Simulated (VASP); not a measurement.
# Mo (Pm-3m) in VASP: a series of runs

One crystal, Mo, is run at these levels: LDA; tasks: single point.

Program: VASP 6.6.1. These are calculated values, not measurements. Logs are shortened: lines on timing, memory, paths and dates and some standing lists are left out, and cuts for length are marked.

**1. Starting point**

The structure is cubic, space group Pm-3m (No. 221). The conventional cell has a = 2.558 Å, b = 2.558 Å, c = 2.558 Å, α = 90.00°, β = 90.00°, γ = 90.00°. Around Mo (site symmetry m-3m) lie 6 Mo at 2.56 Å.

This isn't the form of Mo at room conditions, which is bcc.

**2. Single point, LDA**

Input file INCAR:

```
SYSTEM = Mo
PREC = Accurate ; ENCUT = 520
EDIFF = 1E-6 ; ISMEAR = -1
SIGMA = 0.1 ; LREAL = .FALSE.
LASPH = .TRUE. ; NELM = 60
ALGO = Normal ; ISIF = 2
LWAVE = .FALSE. ; LCHARG = .TRUE.
LELF = .TRUE. ; LVHAR = .TRUE.
NBANDS = 13
```

Input file KPOINTS:

```
regular mesh
0
G
  20 20 20
  0 0 0
```

Input file POSCAR:

```
Mo
1.0
    2.5578741124      0.0000000000      0.0000000000
    0.0000000000      2.5578741124      0.0000000000
    0.0000000000      0.0000000000      2.5578741124
Mo
1
Direct
    0.0000000000      0.0000000000      0.0000000000
```

Potentials or basis: VASP PAW LDA potentials, release 64 (Mo_sv).

Command:

```
cat potpaw_LDA.64/Mo_sv/POTCAR > POTCAR
mpirun -np 1 vasp_std > vasp.out
```

OUTCAR:

```text
SYSTEM = Mo
   PREC = Accurate
   ENCUT = 520
   EDIFF = 1E-6
   ISMEAR = -1
   LREAL = .FALSE.
   LASPH = .TRUE.
   NELM = 60
   ISIF = 2

 ion  position               nearest neighbor table
   1  0.000  0.000  0.000-

  LATTYP: Found a simple cubic cell.
 ALAT       =     2.5578741124

  Lattice vectors:

 A1 = (   2.5578741124,   0.0000000000,   0.0000000000)
 A2 = (   0.0000000000,   2.5578741124,   0.0000000000)
 A3 = (   0.0000000000,   0.0000000000,   2.5578741124)

Analysis of symmetry for initial positions (statically):
=====================================================================
 Subroutine PRICEL returns:
 Original cell was already a primitive cell.

 Routine SETGRP: Setting up the symmetry group for a
 simple cubic supercell.

 Subroutine GETGRP returns: Found 48 space group operations
 (whereof 48 operations were pure point group operations)
 out of a pool of 48 trial point group operations.

The static configuration has the point symmetry O_h .

Analysis of symmetry for dynamics (positions and initial velocities):
=====================================================================
 Subroutine PRICEL returns:
 Original cell was already a primitive cell.

 Routine SETGRP: Setting up the symmetry group for a
 simple cubic supercell.

 Subroutine GETGRP returns: Found 48 space group operations
 (whereof 48 operations were pure point group operations)
 out of a pool of 48 trial point group operations.

The dynamic configuration has the point symmetry O_h .

 Subroutine INISYM returns: Found 48 space group operations
 (whereof 48 operations are pure point group operations),
 and found     1 'primitive' translations

----------------------------------------------------------------------------------------

                                     Primitive cell

  volume of cell :      16.7355

  direct lattice vectors                    reciprocal lattice vectors
     2.557874112  0.000000000  0.000000000     0.390949654  0.000000000  0.000000000
     0.000000000  2.557874112  0.000000000     0.000000000  0.390949654  0.000000000
     0.000000000  0.000000000  2.557874112     0.000000000  0.000000000  0.390949654

  length of vectors
     2.557874112  2.557874112  2.557874112     0.390949654  0.390949654  0.390949654

  position of ions in fractional coordinates (direct lattice)
     0.000000000  0.000000000  0.000000000

  ion indices of the primitive-cell ions
   primitive index   ion index
                 1           1

----------------------------------------------------------------------------------------

 KPOINTS: regular mesh

Automatic generation of k-mesh.
 Grid dimensions read from file:
 generate k-points for:   20   20   20

 Generating k-lattice:

  Cartesian coordinates                     Fractional coordinates (reciprocal lattice)
     0.019547483  0.000000000  0.000000000     0.050000000  0.000000000  0.000000000
     0.000000000  0.019547483  0.000000000     0.000000000  0.050000000  0.000000000
     0.000000000  0.000000000  0.019547483     0.000000000  0.000000000  0.050000000

  Length of vectors
     0.019547483  0.019547483  0.019547483

  Shift w.r.t. Gamma in fractional coordinates (k-lattice)
     0.000000000  0.000000000  0.000000000

 Subroutine IBZKPT returns following result:
 ===========================================

 Found    286 irreducible k-points:

 Following reciprocal coordinates:
            Coordinates               Weight
  0.000000  0.000000  0.000000      1.000000
  0.050000  0.000000  0.000000      6.000000
  0.100000  0.000000  0.000000      6.000000
  0.150000  0.000000  0.000000      6.000000
  0.200000  0.000000  0.000000      6.000000
  0.250000  0.000000  0.000000      6.000000
[... 16 lines left out ...]
  0.150000  0.100000  0.000000     24.000000
  0.200000  0.100000  0.000000     24.000000
 [... further k-points ...]
   k-points           NKPTS =    286   k-points in BZ     NKDIM =    286   number of bands    NBANDS=     13
   number of dos      NEDOS =    301   number of ions     NIONS =      1
   total plane-waves  NPLWV =   8000
   dimension x,y,z NGX =    20 NGY =   20 NGZ =   20
   dimension x,y,z NGXF=    40 NGYF=   40 NGZF=   40
   ions per type =               1
   NGX,Y,Z   is equivalent  to a cutoff of  13.00, 13.00, 13.00 a.u.
   NGXF,Y,Z  is equivalent  to a cutoff of  26.00, 26.00, 26.00 a.u.
 SYSTEM =  Mo
   PREC   = accura    normal or accurate (medium, high low for compatibility)
   ISTART =      0    job   : 0-new  1-cont  2-samecut
   ICHARG =      2    charge: 1-file 2-atom 10-const
   ISPIN  =      1    spin polarized calculation?
   LNONCOLLINEAR =      F non collinear calculations
   LSORBIT =      F    spin-orbit coupling
   LASPH  =      T    aspherical Exc in radial PAW
   ENCUT  =  520.0 eV  38.22 Ry    6.18 a.u.   4.76  4.76  4.76*2*pi/ulx,y,z
   NELM   =     60;   NELMIN=  2; NELMDL= -5     # of ELM steps
   EDIFF  = 0.1E-05   stopping-criterion for ELM
   LREAL  =      F    real-space projection
   EDIFFG = 0.1E-04   stopping-criterion for IOM
   NSW    =      0    number of steps for IOM
   IBRION =     -1    ionic relax: 0-MD 1-quasi-New 2-CG
   NFREE  =      0    steps in history (QN), initial steepest desc. (CG)
   ISIF   =      2    stress and relaxation
   ISYM   =      2    0-nonsym 1-usesym 2-fastsym
   POTIM  = 0.5000    time-step for ionic-motion
   TEBEG  =    0.0;   TEEND  =   0.0 temperature during run
   PSTRESS=    0.0 pullay stress
   NELECT =      14.0000    total number of electrons
   NUPDOWN=      -1.0000    fix difference up-down
   EMIN   =  10.00;   EMAX   =-10.00  energy-range for DOS
   EFERMI =   0.00;   METHOD = LEGACY
   ISMEAR =    -1;   SIGMA  =   0.10  broadening in eV -4-tet -1-fermi 0-gaus
   EFERMI_NEDOS =   21; number of points for ismear=-14 and -15
   IALGO  =     38    algorithm
   IMIX   =      4    mixing-type and parameters
     AMIX     =   0.40;   BMIX     =  1.00
     AMIX_MAG =   1.60;   BMIX_MAG =  1.00
  volume/ion in A,a.u.               =      16.74       112.94
  Fermi-wavevector in a.u.,A,eV,Ry     =   1.542547  2.914991 32.374390  2.379451
  Thomas-Fermi vector in A             =   2.648336
   LORBIT       =      0    0 simple, 1 ext, 2 COOP (PROOUT), +10 PAW based schemes
   GGA     = CA    functional components
   LHFCALC =     F    Hartree Fock is set to
   AEXX    =    0.0000 exact exchange contribution
   IVDW    =     0    specifies the selected vdW correction
   LEPSILON=     F    determine dielectric tensor
   LRPA    =     F    only Hartree local field effects (RPA)
 non-spin polarized calculation
  energy-cutoff  :      520.00
  volume of cell :       16.74
 maximum number of plane-waves:       468
 NGX is ok and might be reduce to    20
   NGX =  9   NGY =  9   NGZ =  9

 number of electron      13.9999996 magnetization

 Free energy of the ion-electron system (eV)
  ---------------------------------------------------
  ext. energy  EPLUGINS =         0.00000000
  ---------------------------------------------------
  free energy    TOTEN  =       -10.96922013 eV

  energy without entropy =      -10.93198358  energy(sigma->0) =      -10.95060186

 E-fermi :  11.2182     XC(G=0): -13.0786

 val. band max:       11.2115730642   @ k =   0.4500   0.4000   0.2000
 cond. band min:      11.2183639084   @ k =   0.4500   0.4500   0.2000
 fundamental gap:      0.0067908442
 Fermi energy:        11.2182333820

 k-point     1 :       0.0000    0.0000    0.0000
  band No.  band energies     occupation
      1     -49.5299      2.00000
      2     -22.8545      2.00000
      3     -22.8545      2.00000
      4     -22.8545      2.00000
      5       4.6315      2.00000
      6       6.8427      2.00000
      7       6.8427      2.00000
      8      15.3554      0.00000
      9      15.3555      0.00000
     10      15.3555      0.00000
     11      27.0985      0.00000
     12      27.0985      0.00000
     13      27.0985      0.00000

 k-point     2 :       0.0500    0.0000    0.0000
  band No.  band energies     occupation
      1     -49.5241      2.00000
      2     -22.9005      2.00000
      3     -22.8506      2.00000
      4     -22.8506      2.00000
      5       4.7132      2.00000
      6       6.8634      2.00000
      7       6.9364      2.00000
      8      15.2359      0.00000
      9      15.2359      0.00000
     10      15.3639      0.00000
     11      26.6826      0.00000
     12      27.2663      0.00000
     13      27.2663      0.00000

 k-point     3 :       0.1000    0.0000    0.0000
  band No.  band energies     occupation
      1     -49.5074      2.00000
      2     -23.0327      2.00000
      3     -22.8393      2.00000
      4     -22.8393      2.00000
      5       4.9423      2.00000
      6       6.9241      2.00000
      7       7.2219      2.00000
      8      14.9056      0.00000
      9      14.9056      0.00000
     10      15.3886      0.00000
     11      25.6829      0.00000
     12      27.7366      0.00000
     13      27.7366      0.00000

 k-point     4 :       0.1500    0.0000    0.0000
  band No.  band energies     occupation
      1     -49.4810      2.00000
      2     -23.2348      2.00000
      3     -22.8215      2.00000
      4     -22.8215      2.00000
      5       5.2779      2.00000
      6       7.0206      2.00000
      7       7.7039      2.00000
      8      14.4330      0.00000
      9      14.4330      0.00000
     10      15.4273      0.00000
     11      24.4732      0.00000
     12      28.4295      0.00000
     13      28.4295      0.00000

 k-point     5 :       0.2000    0.0000    0.0000
  band No.  band energies     occupation
      1     -49.4477      2.00000
      2     -23.4836      2.00000
      3     -22.7991      2.00000
      4     -22.7991      2.00000
      5       5.6754      2.00000
      6       7.1454      2.00000
      7       8.3659      2.00000
      8      13.8943      0.00000
      9      13.8943      0.00000
     10      15.4764      0.00000
     11      23.2786      0.00000
     12      29.2533      0.00000
     13      29.2533      0.00000
[... 257 lines left out ...]
 k-point    22 :       0.1000    0.1000    0.0000
  band No.  band energies     occupation
      1     -49.4848      2.00000
      2     -23.0251      2.00000
      3     -23.0078      2.00000
      4     -22.8241      2.00000
      5       5.2553      2.00000
      6       7.1608      2.00000
      7       7.4349      2.00000
      8      14.4326      0.00000
      9      14.8582      0.00000
     10      15.0343      0.00000
     11      26.1780      0.00000
     12      26.3425      0.00000
     13      28.3838      0.00000

 k-point    23 :       0.1500    0.1000    0.0000
  band No.  band energies     occupation
      1     -49.4587      2.00000
      2     -23.2181      2.00000
      3     -22.9969      2.00000
      4     -22.8064      2.00000
      5       5.5879      2.00000
      6       7.3055      2.00000
      7       7.8580      2.00000
      8      13.9478      0.00000
      9      14.4556      0.00000
     10      15.0173      0.00000
     11      25.0277      0.00000
     12      26.8503      0.00000
     13      29.0892      0.00000

 k-point    24 :       0.2000    0.1000    0.0000
  band No.  band energies     occupation
      1     -49.4254      2.00000
      2     -23.4654      2.00000
      3     -22.9733      2.00000
      4     -22.7841      2.00000
      5       5.9751      2.00000
      6       7.4460      2.00000
      7       8.4861      2.00000
      8      13.4199      0.00000
      9      13.9324      0.00000
     10      15.0662      0.00000
     11      23.8095      0.00000
     12      27.4878      0.00000
     13      29.9302      0.00000

 [... further k-points ...]

------------------------ aborting loop because EDIFF is reached ----------------------------------------

  FORCE on cell =-STRESS in cart. coord.  units (eV):
  Direction    XX          YY          ZZ          XY          YZ          ZX
  --------------------------------------------------------------------------------------
  -------------------------------------------------------------------------------------
  Total        0.0626896      0.0626896      0.0626896      0.0000000      0.0000000     -0.0000000
  in kB        6.0016229      6.0016229      6.0016229      0.0000000      0.0000000     -0.0000000
  external PRESSURE =       6.0016229 kB  Pullay stress =       0.0000000 kB

 VOLUME and BASIS-vectors are now :
 -----------------------------------------------------------------------------
  energy-cutoff  :      520.00
  volume of cell :       16.74
      direct lattice vectors                 reciprocal lattice vectors
     2.557874112  0.000000000  0.000000000     0.390949654  0.000000000  0.000000000
     0.000000000  2.557874112  0.000000000     0.000000000  0.390949654  0.000000000
     0.000000000  0.000000000  2.557874112     0.000000000  0.000000000  0.390949654

 POSITION                                       TOTAL-FORCE (eV/Angst)
 -----------------------------------------------------------------------------------
      0.00000      0.00000      0.00000         0.000000      0.000000      0.000000
 -----------------------------------------------------------------------------------
    total drift:                                0.000000      0.000000      0.000000

  FREE ENERGIE OF THE ION-ELECTRON SYSTEM (eV)
  ---------------------------------------------------
  free  energy   TOTEN  =       -10.9692201348 eV

  energy  without entropy=      -10.9319835822  energy(sigma->0) =      -10.95060186
```

Run time: 15 s. Hardware: 1 thread of Intel Xeon 6975P-C (Granite Rapids), shared host; peak memory 0.16 GiB.

What came out:

```yaml
Free_energy: -10.9692 eV
Pressure: 0.6 GPa
Band_gap_on_the_k_mesh: none (metal or under the smearing width)
```

**3. Single point, LDA**

This run uses another cell than the first one, of 17.40 Å³/atom, 1.040 times its volume.

Input file INCAR:

```
SYSTEM = Mo
  PREC = Accurate
  ENCUT = 520
  EDIFF = 1E-6
  ISMEAR = -1
  SIGMA = 0.1
  LREAL = .FALSE.
  LASPH = .TRUE.
  NELM = 60
  ALGO = Fast
  ISIF = 2
  LWAVE = .FALSE.
  LCHARG = .FALSE.
  GGA = CA
  NBANDS = 13
```

Input file KPOINTS:

```
regular mesh
0
G
  14 14 14
  0 0 0
```

Input file POSCAR:

```
Mo
1.0
    2.5915342108      0.0000000000      0.0000000000
    0.0000000000      2.5915342108      0.0000000000
    0.0000000000      0.0000000000      2.5915342108
Mo
1
Direct
    0.0000000000      0.0000000000      0.0000000000
```

Potentials or basis: VASP PAW LDA potentials, release 64 (Mo_sv).

Command:

```
cat potpaw_LDA.64/Mo_sv/POTCAR > POTCAR
mpirun -np 1 vasp_std > vasp.out
```

Run time: 7.6 s. Hardware: 1 thread of Intel Xeon 6975P-C (Granite Rapids), shared host; peak memory 0.13 GiB.

The run converged. Its results:

```yaml
Free_energy: -10.9574 eV
Pressure: -8.1 GPa
Band_gap_on_the_k_mesh: none (metal or under the smearing width)
```

Levels at points of the mesh, in eV from the Fermi level:
| k point | band 5 | band 6 | band 7 | band 8 | band 9 | band 10 |
| --- | --- | --- | --- | --- | --- | --- |
| (0.00, 0.00, 0.00) | -6.52 | -4.22 | -4.22 | 3.87 | 3.87 | 3.87 |
| (0.50, 0.00, 0.00) | -3.52 | -3.32 | 0.15 | 0.60 | 0.60 | 4.20 |
| (0.50, 0.50, 0.00) | -5.40 | -2.28 | 1.27 | 1.27 | 5.82 | 5.82 |
| (0.50, 0.50, 0.50) | -3.81 | -3.81 | -3.81 | 6.43 | 6.43 | 7.77 |

**4. Single point, LDA**

This run uses another cell than the first one, of 15.40 Å³/atom, 0.920 times its volume.

Input file INCAR:

```
  PREC = Accurate
  ENCUT = 520
  EDIFF = 1E-6
  ISMEAR = -1
  SIGMA = 0.1
  LREAL = F
  LASPH = T
  NELM = 100
  ALGO = Normal
  ISIF = 2
  LWAVE = F
  LCHARG = F
  NBANDS = 13
```

Input file KPOINTS:

```
regular mesh
0
Gamma
  14 14 14
```

Input file POSCAR:

```
Mo
1.0
    2.4877597806      0.0000000000      0.0000000000
    0.0000000000      2.4877597806      0.0000000000
    0.0000000000      0.0000000000      2.4877597806
Mo
1
Direct
    0.0000000000      0.0000000000      0.0000000000
```

Command:

```
cat potpaw_LDA.64/Mo_sv/POTCAR > POTCAR
mpirun -np 1 vasp_std > vasp.out
```

Run time: 6.8 s. Hardware: 1 thread of Intel Xeon 6975P-C (Granite Rapids), shared host; peak memory 0.13 GiB.

Results (log left out):

```yaml
Free_energy: -10.8925 eV
Pressure: 21.3 GPa
Band_gap_on_the_k_mesh: none (metal or under the smearing width)
```

Levels at points of the mesh, in eV from the Fermi level:
```
           k point  band 3  band 4  band 5  band 6  band 7  band 8  band 9  band 10  band 11  band 12
(0.00, 0.00, 0.00)  -33.98  -33.98   -6.90   -4.94   -4.94    4.57    4.57     4.57    16.56    16.56
(0.50, 0.00, 0.00)  -33.77  -33.77   -3.88   -3.74    0.27    0.61    0.61     4.98    10.80    14.44
(0.50, 0.50, 0.00)  -35.82  -33.58   -6.42   -2.52    1.43    1.43    6.57     6.57     7.34    15.62
(0.50, 0.50, 0.50)  -35.52  -35.52   -4.58   -4.58   -4.58    7.44    7.62     7.62    14.69    14.69
```

Caveat: so large a pressure means that the cell lies far from this level's equilibrium, or that cutoff or potentials fall short.

**5. The runs side by side**

```csv
cell,k mesh,gap on the mesh (eV),pressure (GPa)
"Pm-3m, 16.74 Å³/atom",20 × 20 × 20,none,0.6
"Pm-3m, 17.4 Å³/atom",14 × 14 × 14,none,-8.1
"Pm-3m, 15.4 Å³/atom",14 × 14 × 14,none,21.3
```

Alike in all rows: task single point; level LDA; potentials or basis VASP PAW LDA potentials, release 64 (Mo_sv); no spin polarisation; cutoff (eV) 520; smearing fermi-dirac 0.1 eV.

Every run on the cell as given and a fine mesh finds a metal.

Caveats: so large a pressure means that the cell lies far from this level's equilibrium, or that cutoff or potentials fall short (some runs).

Absolute energies hang on the potentials; compare differences alone.
